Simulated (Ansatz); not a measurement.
# TePb (P1) in Ansatz: convergence with k mesh

Aim: find how far k mesh must go before the results for TePb settle, at PBE. This setting moves, with any that are tied to it; all else stays.

Program: Ansatz 0.2.0. These are calculated values, not measurements. Logs are shortened: lines on timing, memory, paths and dates and some standing lists are left out, and cuts for length are marked.

**1. The cell of the first run**

The typed cell holds 2 atoms: a = 4.002 Å, b = 4.002 Å, c = 4.002 Å, α = 90.00°, β = 90.00°, γ = 90.00°.

The cell comes from a database or a generator and needn't be the stable form of this composition.

The cell isn't the ideal one: atoms moved at random, drawn with an rms of 0.05 Å.

**2. With k mesh 2 × 2 × 2**

input.yaml

```yaml
crystal:
  lattice:
    - [4.002287, 0.0, 0.0]
    - [0.0, 4.002287, 0.0]
    - [0.0, 0.0, 4.002287]
  atoms:
    - { symbol: Pb, position: [-0.009609, 0.007594, -0.010277] }
    - { symbol: Te, position: [0.483335, 0.497093, 0.499341] }
hamiltonian:
  xc: pbe
  pseudopotentials: { kind: paw }
kpoints:
  mp_grid: { grid: [2, 2, 2] }
scf:
  occupations: { method: fermi_dirac, width: 0.05 }
output:
  forces: true
  stress: true
  eigenvalues: true
```

Potentials or basis: Ansatz PAW.

Started as:

```sh
> ansatz run input.yaml --threads 2 --pin off --max-ram 5632MiB --backend cpu --events-out ev --progress --plain --runs-dir out
```

What it wrote:

```text
Warning: RAYON_NUM_THREADS=2 ignored (pool sized by the plan → 2); use --threads N
Engine: ansatz 0.2.0, x86_64-unknown-linux-gnu
Pseudopotentials: kind: paw
Pseudopotential: Pb, paw, valence charge 14, recommended cutoff 420 eV (normal), Pb.paw.azcp
Pseudopotential: Te, paw, valence charge 16, recommended cutoff 420 eV (normal), Te.paw.azcp
Functional definition: PBE
  parameter kappa = 0.804
  parameter beta = 0.06672455060314922
  exchange = pbe_x(kappa = kappa, mu = beta*pi^2/3)
  correlation = pbe_c(beta = beta)
Crystal: 2 atoms, lattice volume = 64.110 Å³
Basis set: ecut = 420 eV, 1237 PW (Γ), exchange–correlation on 54×54×54 points (8 copies of the dense FFT grid, shifted against one another)
Bands: 19, of which v1, the nominal top of the filled ones, is band 15 counted from 1 (14 counted from 0)
Symmetry: 1 space group operations
Space group: P1 (ITA 1), of the structure as read, at distance tolerance 4.0e-5 Å
k-points: 8
Non-local potential: Pb, projectors of the file, l = 0: 2, l = 1: 2, l = 2: 2, l = 3: 2
Non-local potential: Te, projectors of the file, l = 0: 2, l = 1: 2, l = 2: 2, l = 3: 2
PAW form: soft (Blöchl's): semilocal exchange-correlation on the pseudo side does not see the compensation charge
PAW one-centre angular grid: Pb, 590 points (default); XC on 64 Gauss nodes
PAW one-centre angular grid: Te, 590 points (default); XC on 64 Gauss nodes
Initial density: superposition of atomic densities (neutral atoms: chi_scale 0, normalization atom), corrected by the library's trained network
Initial wavefunctions: pseudopotential atomic-orbital guess
Functional: x = pbe(κ = 0.804, μ = 0.2195149727645171), c = pbe(β = 0.06672455060314922)
SCF iter   1: F=—  HF=-18885.602775 eV  |F-HF|=—  |Δ(HF+E_count)|=         —  Δρ=3.77e-3  dr2=1.29e-2  ethr=1.77e-3  ⟨swp⟩=10.6  Hψ=951  notcnv=0
preconditioner: auto → Resta (q_TF=auto, 2.404 Å⁻¹)  ε∞=3.0  [insulator: Δε(μ)=0.368 eV  Ē_g=14.552 eV  σ=0.050 eV  W_gap=0.95  n_scr=18 (ndim 8)  ℏωp=20.7 eV  f_vac=0.000  D(μ)=1.23/eV (n_scr^D=6)  ε∞_Penn≈3.0]
SCF iter   2: F=—  HF=-18885.600208 eV  |F-HF|=—  |Δ(HF+E_count)|=   2.57e-3  Δρ=1.99e-3  dr2=2.76e-3  ethr=4.30e-5  ⟨swp⟩=2.9  Hψ=336  notcnv=0
SCF iter   3: F=—  HF=-18885.601020 eV  |F-HF|=—  |Δ(HF+E_count)|=   8.11e-4  Δρ=6.97e-4  dr2=3.34e-4  ethr=9.19e-6  ⟨swp⟩=2.0  Hψ=170  notcnv=0
SCF iter   4: F=—  HF=-18885.601165 eV  |F-HF|=—  |Δ(HF+E_count)|=   1.46e-4  Δρ=1.72e-4  dr2=1.89e-5  ethr=1.11e-6  ⟨swp⟩=2.4  Hψ=231  notcnv=0
SCF iter   5: F=—  HF=-18885.601189 eV  |F-HF|=—  |Δ(HF+E_count)|=   2.33e-5  Δρ=3.21e-5  dr2=5.11e-7  ethr=6.30e-8  ⟨swp⟩=2.4  Hψ=215  notcnv=0
SCF iter   6: F=-18885.601189 eV  HF=-18885.601189 eV  |F-HF|=1.52e-8  |Δ(HF+E_count)|=   4.87e-7  Δρ=7.41e-6  dr2=2.70e-8  ethr=3.33e-10  ⟨swp⟩=7.4  Hψ=792  notcnv=0
SCF 1 converged in 6 iterations: F = -18885.601189 eV  dr2 = 2.70e-8
SCF converged after 6 iterations
Free energy (F): -18885.601189 eV
Harris-Foulkes:  -18885.601189 eV  (|F-HF|=1.52e-8)
Internal energy: -18885.587794 eV  (E = F + TS)
E sigma→0 (E₀):  -18885.594492 eV
Entropy (-TS):   -0.013395 eV (-6.698 meV/atom)
Fermi energy:    9.628242 eV
--- Per-component energies (eV) ---
  E_band       = -293.179317
  E_kinetic    = 468.307583
  E_local      = -2205.935441  (includes V_loc(G=0)·N_el)
  E_nonlocal   = 39.846282
  E_hartree    = 1176.557479
  E_xc         = -344.973897
  E_vxc        = -236.338590  (∫ρ·V_xc dr)
  E_paw        = -15066.471091  (= ΣΔE_a)
  E_vpaw       = -712.177376  (= ΣTr[D̂ρ^β])
  E_aug_tail   = -0.000136  (compensation charges beyond the density's cutoff)
  E_ewald      = -2952.918572
  E_smearing   = -0.013395  (= −TS)
  E_closure    = -0.000000  (closes the sum)
  Σ components = -18885.601189   (vs F -18885.601189, Δ=0.00e0)
--- Forces (eV/Å), atoms counted from 1 ---
  atom   1  Pb     0.15007699     0.22119530    -0.20317473
  atom   2  Te    -0.15006519    -0.22120690     0.20317877
  max |Σ_I F_I| component: 1.18e-5 eV/Å
--- Stress (GPa, compression-positive) ---
        2.495965       0.134929      -0.123752
        0.134929       2.481255      -0.183305
       -0.123751      -0.183305       2.485027
  P = ⅓ Tr σ = 2.4874 GPa (24.874 kbar)
--- Band table (eV; the first three rows and the last of 8) ---
  k-point 0: bands = ["-26.7081", "-26.7058", "-26.7035", "-26.7019", "-26.7010", "-7.4374", "-7.4362", "-7.3578", "-7.3573", "-7.3560", "-2.5440", "2.8852", "8.0450", "8.0487", "8.0501", "13.6177", "13.6303", "14.8949", "14.9116"]
  k-point 1: bands = ["-26.7070", "-26.7044", "-26.7030", "-26.7023", "-26.7014", "-7.4332", "-7.3835", "-7.3822", "-7.3673", "-7.3551", "-1.2305", "0.6262", "8.8471", "9.4195", "9.4362", "9.8543", "11.9947", "11.9967", "15.0017"]
  k-point 2: bands = ["-26.7063", "-26.7045", "-26.7035", "-26.7027", "-26.7010", "-7.4329", "-7.3835", "-7.3825", "-7.3676", "-7.3548", "-1.2311", "0.6272", "8.8458", "9.4209", "9.4357", "9.8526", "11.9956", "11.9973", "15.0019"]
  k-point 7: bands = ["-26.7053", "-26.7038", "-26.7031", "-26.7019", "-26.6996", "-7.4118", "-7.4112", "-7.4102", "-7.3238", "-7.3225", "-0.1327", "2.5347", "7.1146", "7.1293", "7.1335", "8.6125", "8.6194", "8.6380", "23.1375"]
```

Run time: 4.8 s. Hardware: 2 threads of Intel Xeon at 2.50GHz (Skylake/Cascade Lake), shared host; peak memory 0.32 GiB.

Results:

```yaml
Free_energy: -18885.6012 eV
Pressure: 2.5 GPa
Largest_force: 0.336 eV/Å
Band_gap_on_the_k_mesh: none (metal or under the smearing width)
```

**3. With k mesh 3 × 3 × 3**

input.yaml: that of step 2 with these lines changed.

```diff
@@ -12,3 +12,3 @@
 kpoints:
-  mp_grid: { grid: [2, 2, 2] }
+  mp_grid: { grid: [3, 3, 3] }
 scf:
```

Potentials or basis: Ansatz PAW.

Started as:

```sh
> ansatz run input.yaml --threads 2 --pin off --max-ram 5632MiB --backend cpu --events-out ev --progress --plain --runs-dir out
```

Run time: 5.3 s. Hardware: 2 threads of Intel Xeon at 2.50GHz (Skylake/Cascade Lake), shared host; peak memory 0.34 GiB.

What came out:

```
Free energy            : -18886.6020 eV
Pressure               : 0.7 GPa
Largest force          : 0.043 eV/Å
Band gap on the k mesh : 0.79 eV, indirect (least direct gap 2.09 eV)
```

**4. With k mesh 4 × 4 × 4**

input.yaml: that of step 3 with these lines changed.

```diff
@@ -12,3 +12,3 @@
 kpoints:
-  mp_grid: { grid: [3, 3, 3] }
+  mp_grid: { grid: [4, 4, 4] }
 scf:
```

Started as:

```sh
> ansatz run input.yaml --threads 2 --pin off --max-ram 5632MiB --backend cpu --events-out ev --progress --plain --runs-dir out
```

Wall time 8.6 s (2 threads of Intel Xeon at 2.50GHz (Skylake/Cascade Lake), shared host); peak memory 0.38 GiB.

What came out:

| Property | Result |
| --- | --- |
| Free energy | -18886.6159 eV |
| Pressure | 0.6 GPa |
| Largest force | 0.065 eV/Å |
| Band gap on the k mesh | none (metal or under the smearing width) |

**5. With k mesh 5 × 5 × 5**

input.yaml: that of step 4 with these lines changed.

```diff
@@ -12,3 +12,3 @@
 kpoints:
-  mp_grid: { grid: [4, 4, 4] }
+  mp_grid: { grid: [5, 5, 5] }
 scf:
```

Started as:

```sh
> ansatz run input.yaml --threads 2 --pin off --max-ram 5632MiB --backend cpu --events-out ev --progress --plain --runs-dir out
```

Run time: 11 s. Hardware: 2 threads of Intel Xeon at 2.50GHz (Skylake/Cascade Lake), shared host; peak memory 0.41 GiB.

What came out:

```yaml
Free_energy: -18886.7211 eV
Pressure: -0.4 GPa
Largest_force: 0.015 eV/Å
Band_gap_on_the_k_mesh: none (metal or under the smearing width)
```

**6. With k mesh 6 × 6 × 6**

input.yaml: that of step 5 with these lines changed.

```diff
@@ -12,3 +12,3 @@
 kpoints:
-  mp_grid: { grid: [5, 5, 5] }
+  mp_grid: { grid: [6, 6, 6] }
 scf:
```

Potentials or basis: Ansatz PAW.

Started as:

```sh
> ansatz run input.yaml --threads 2 --pin off --max-ram 5632MiB --backend cpu --events-out ev --progress --plain --runs-dir out
```

Run time: 20 s. Hardware: 2 threads of Intel Xeon at 2.50GHz (Skylake/Cascade Lake), shared host; peak memory 0.46 GiB.

It converged, with:

* Free energy: -18886.7483 eV
* Pressure: -0.3 GPa
* Largest force: 0.057 eV/Å
* Band gap on the k mesh: none (metal or under the smearing width)

**7. With k mesh 8 × 8 × 8**

input.yaml: that of step 6 with these lines changed.

```diff
@@ -12,3 +12,3 @@
 kpoints:
-  mp_grid: { grid: [6, 6, 6] }
+  mp_grid: { grid: [8, 8, 8] }
 scf:
```

Started as:

```sh
> ansatz run input.yaml --threads 2 --pin off --max-ram 5632MiB --backend cpu --events-out ev --progress --plain --runs-dir out
```

Run time: 39 s. Hardware: 2 threads of Intel Xeon at 2.50GHz (Skylake/Cascade Lake), shared host; peak memory 0.61 GiB.

It converged, with:

* Free energy: -18886.7345 eV
* Pressure: 0.0 GPa
* Largest force: 0.025 eV/Å
* Band gap on the k mesh: none (metal or under the smearing width)

**8. With k mesh 9 × 9 × 9**

input.yaml: that of step 7 with these lines changed.

```diff
@@ -12,3 +12,3 @@
 kpoints:
-  mp_grid: { grid: [8, 8, 8] }
+  mp_grid: { grid: [9, 9, 9] }
 scf:
```

Started as:

```sh
> ansatz run input.yaml --threads 2 --pin off --max-ram 5632MiB --backend cpu --events-out ev --progress --plain --runs-dir out
```

Run time: 53 s. Hardware: 2 threads of Intel Xeon at 2.50GHz (Skylake/Cascade Lake), shared host; peak memory 0.71 GiB.

It converged, with:

| Property | Result |
| --- | --- |
| Free energy | -18886.7430 eV |
| Pressure | -0.3 GPa |
| Largest force | 0.018 eV/Å |
| Band gap on the k mesh | none (metal or under the smearing width) |

**9. With k mesh 11 × 11 × 11**

input.yaml: that of step 8 with these lines changed.

```diff
@@ -12,3 +12,3 @@
 kpoints:
-  mp_grid: { grid: [9, 9, 9] }
+  mp_grid: { grid: [11, 11, 11] }
 scf:
```

Potentials or basis: Ansatz PAW.

Started as:

```sh
> ansatz run input.yaml --threads 2 --pin off --max-ram 5632MiB --backend cpu --events-out ev --progress --plain --runs-dir out
```

Run time: 91 s. Hardware: 2 threads of Intel Xeon at 2.50GHz (Skylake/Cascade Lake), shared host; peak memory 1 GiB.

Results (log left out):

- Free energy: -18886.7345 eV
- Pressure: 0.0 GPa
- Largest force: 0.029 eV/Å
- Band gap on the k mesh: none (metal or under the smearing width)

**10. Summary**

```csv
k mesh,"energy less the tightest run, at zero smearing (meV/atom)",pressure (GPa),largest force (eV/Å),gap on the mesh (eV),SCF cycles,CPU time (s),peak memory (GiB)
2 × 2 × 2,567.21,2.49,0.336,0.000,6,2.8,0.32
3 × 3 × 3,63.54,0.66,0.043,0.788,6,4,0.34
4 × 4 × 4,62.23,0.56,0.065,0.000,6,7.9,0.38
5 × 5 × 5,6.90,-0.40,0.015,0.000,6,12,0.41
6 × 6 × 6,-7.48,-0.34,0.057,0.000,7,23,0.46
8 × 8 × 8,-0.23,-0.01,0.025,0.000,6,50,0.61
9 × 9 × 9,-4.60,-0.27,0.018,0.000,7,73,0.71
11 × 11 × 11,0.00,-0.02,0.029,0.000,7,140,1
```

Against the tightest run, the gap on the mesh stays within 0.01 eV from 4 × 4 × 4 on. Not settled before the last step: the energy (to 1 meV/atom), the pressure (to 0.1 GPa), the largest force (to 0.005 eV/Å). Meshes of other sizes hit other points, so gaps and Fermi surfaces needn't settle smoothly. The tightest run that finished is the yardstick and may itself not be fully converged.
